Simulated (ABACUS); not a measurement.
Ir:

```
Ir
1.0
     2.70907    0.00000    0.00000
     1.35453    2.34612    0.00000
     1.35453    0.78204    2.21194
Ir
1
Direct
  0.00000 0.00000 0.00000
```

- Program: ABACUS 3.10.1
- Task: relaxation of cell and atoms
- Functional: r2SCAN
- Potentials or basis: SG15 ONCV 1.2 PBE
- Cutoff: 1075 eV
- Density cutoff: 4299 eV
- Basis: plane waves
- k mesh: 8 × 8 × 8
- Occupations: fermi-dirac, width 0.05 eV
- Spin: no spin polarisation

At the start: pressure 4.6 GPa; volume 14.06 Å³/atom.

Where does the relaxation end?

Over 3 steps the energy falls by 2.4 meV/atom and the volume is 14.22 Å³/atom (+1.2 %); space group Fm-3m (No. 225, to 0.05 Å).

The path:
```tsv
step	energy change (eV)	largest force (eV/Å)	pressure (GPa)	volume (Å³)
1	0.0000	0.0000	4.60	14.06
2	-0.0024	0.0000	-0.49	14.24
3	-0.0024	0.0000	-0.01	14.22
```

Final structure:
```
Ir
1.0
     2.71966    0.00000    0.00000
     1.35983    2.35529    0.00000
     1.35983    0.78510    2.22059
Ir
1
Direct
  0.00000 0.00000 0.00000
```

Caveat: the potentials were made for another functional, which shifts forces and pressure.
